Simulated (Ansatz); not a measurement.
Hf, DFT, PBE, PAW with Ansatz's default frozen-core files, scalar-relativistic (Ansatz 0.2.0), run on 1 thread of Intel(R) Xeon(R) 6975P-C (Granite Rapids) on a shared host.

The cell is COD entry 1534929, as deposited and not checked against the literature; nothing was relaxed. The listed cell was then made from it by scaling, straining or moving an atom.

Command: `ansatz run input.yaml --threads 1 --pin off --max-ram 3072MiB --backend cpu --events-out ev --progress --plain --runs-dir out`

```yaml
crystal:
  lattice:
    - [0.0, 2.22, 2.1756]
    - [2.22, 0.0, 2.1756]
    - [2.22, 2.22, 0.0]
  atoms:
    - { symbol: Hf, position: [0.0, 0.0, 0.0] }
kpoints:
  mp_grid: { grid: [13, 13, 13] }
scf:
  occupations: { method: fermi_dirac, width: 0.03 }
hamiltonian:
  xc: pbe
  pseudopotentials: { kind: paw }
output:
  forces: true
  stress: true
  eigenvalues: true
  efg: { contact_densities: true }
  write_density: true
  write_potential: true
  elf: true
  volumetric_format: npy
```

(1) How large is the problem that the program sets up?

(2) Estimate the wall time and the peak memory.

(3) And the same cell and mesh by crystal-made all-electron datasets, asked for forces, stress, eigenvalues, efg, on the same hardware?

Results:

(1) 196 irreducible k-points, 411 plane waves at Γ, 17 bands.

(2) 3.3 s of wall time for 6 SCF iterations, with a peak of 0.45 GiB. Times on shared machines scatter by tens of per cent.

(3) 9.7 s, peak memory 0.59 GiB.
